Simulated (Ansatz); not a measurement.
TiS2, space group P-3m1, a phonon calculation by linear response

Run with the Python package of Ansatz (0.2.0).

`dfpt_tis2.py`:
```python
"""DFPT phonons of TiS2."""

from pathlib import Path

import ansatz as az
import numpy as np

vectors = np.array([
    [3.412, 0.0, 0.0],
    [-1.706, 2.954879, 0.0],
    [0.0, 0.0, 5.695],
])
xtal = (
    az.Lattice.of(vectors)
    .atom("Ti", (0.0, 0.0, 0.0))
    .atom("S", (1 / 3, 2 / 3, 0.25))
    .atom("S", (2 / 3, 1 / 3, 0.75))
)

base = (
    xtal.calculation()
    .functional("lda")
    .pseudopotentials("paw")
    .basis(470)
    .occupations("fermi_dirac", width=0.1)
    .kpoints(8, 8, 4)
    .phonons("dfpt", points=[(0, 0, 0), (0.5, 0.5, 0.5), (0.5, 0, 0.5)])
)
outcome = base.run(threads=1, backend="cpu", runs_dir="runs")
ph = outcome.phonons

for q in ph.qpoints:
    thz = np.asarray(q.omega_inv_cm) / 33.35641
    print("q = ({:.2f}, {:.2f}, {:.2f})".format(*q.q_frac), np.round(thz, 2) + 0.0, "THz")
```

Output of `python dfpt_tis2.py`:
```text
RunWarning: eigensolver did not converge (k=7): 1 band(s) unlocked after 20 sweeps at ethr=1.00e-12 eV (lowest unlocked band 15, counted from 0; max residual 7.75e-6 eV among the unlocked bands, 7.75e-6 eV over every band); it also stands for any lines of this kind, at other spin channels or k-points, that are folded behind it: those get no warning and are in no list of notices (the docstring of `ansatz.RunWarning` has the rule; a callback given to `ansatz.Run.execute(on_event=...)` receives each)
q = (0.00, 0.00, 0.00) [ 0.    0.    0.    4.06  4.06  6.77  6.77  9.38 10.47] THz
q = (0.50, 0.50, 0.50) [-2.36  3.22  5.24  5.68  6.64  7.77  7.81  9.18  9.98] THz
q = (0.50, 0.00, 0.50) [-2.36  3.22  5.24  5.68  6.64  7.77  7.81  9.18  9.98] THz
```
(Warnings from the package without file and line.)

The run is spin-unpolarised. The cell isn't relaxed first, so the values belong to this volume. The mesh is modest for a metal, so energies can be off by several to tens of meV an atom and pressures by half a GPa or more; differences at equal mesh fare better. A negative frequency stands for an imaginary mode. No non-analytic term is added, so at the zone centre the longitudinal optical modes of a polar crystal aren't split off. The starting cell is as deposited in a crystallographic database; the results hold for this polymorph, which needn't be the stable one. The structure is taken as given; imaginary modes can come from an unrelaxed or unstable start. It ran for 2.3 min on 1 thread of Arm Neoverse V1, with other jobs on the host, peak memory 0.72 GiB.

(Lines on the test bed's own set-up are left out of the output.)
